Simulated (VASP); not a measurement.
Crystal: KCl.

```
K Cl
1.0
     3.83920    0.00000    0.00000
     0.00000    3.83920    0.00000
     0.00000    0.00000    3.83920
K Cl
1 1
Direct
  0.00000 0.00000 0.00000
  0.50000 0.50000 0.50000
```

Measurements of this composition are mostly on another form, of space group No. 225.

Base run:

| Item | Value |
| --- | --- |
| Program | VASP 6.6.1 |
| Functional | PBEsol |
| Potentials or basis | VASP PAW PBE potentials, release 64 (K_sv, Cl) |
| Cutoff | 520 eV |
| k mesh | 8 × 8 × 8 |
| Occupations | gaussian, width 0.02 eV |
| Spin | no spin polarisation |

Its results: band gap on the k mesh 4.62 eV, indirect (least direct gap 4.83 eV).

Problem. The run is repeated on the same cell with these changes: functional from PBEsol to r2SCAN. What comes out?

Solution. Band gap on the k mesh 5.56 eV, indirect (least direct gap 5.76 eV).

r2SCAN gives the wider gap, since meta-GGAs in the generalised Kohn-Sham scheme recover part of the derivative discontinuity.
